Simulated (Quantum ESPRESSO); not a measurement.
## HfB2 under changes of volume

One of the cells (9.905 Å³/atom); the others are scaled copies at fixed shape and fractional positions:

```xyz
3
Lattice="3.1400 0.0000 0.0000 -1.5700 2.7193 0.0000 0.0000 0.0000 3.4800" Properties=species:S:1:pos:R:3 pbc="T T T"
Hf    0.0000    0.0000    0.0000
B     1.5700    0.9064    1.7400
B     0.0000    1.8129    1.7400
```

```yaml
Program: Quantum ESPRESSO 7.5
Functional: PBEsol
Potentials_or_basis: GBRV 1.5 PBEsol
Cutoff: 612 eV
Density_cutoff: 4898 eV
k_mesh: 10 × 10 × 8
Occupations: fermi-dirac, width 0.05 eV
Spin: no spin polarisation
```

```csv
volume (Å³/atom),energy over the lowest point (meV/atom),pressure (GPa)
9.311,18.69,13.6
9.509,5.57,7.2
9.707,0.00,1.4
9.905,1.23,-3.8
10.103,?,?
10.301,21.64,-12.9
10.499,39.73,-16.8
```

What does the run at 10.103 Å³/atom give?

Energy over the lowest point 8.64 meV/atom; pressure -8.6 GPa.

Worked out: A Birch-Murnaghan fit of order 3 (a polynomial in V^(-2/3)) to the other rows has its minimum at 9.77 Å³/atom with B0 = V·E''(V) = 264 GPa and B' = 3.9 at fixed shape and positions, which overstates the stiffness. It gives 8.64 meV/atom at 10.103 Å³/atom, against the run's 8.64, and -dE/dV = -8.3 GPa, against -8.6.

Energies are extrapolated to zero smearing.
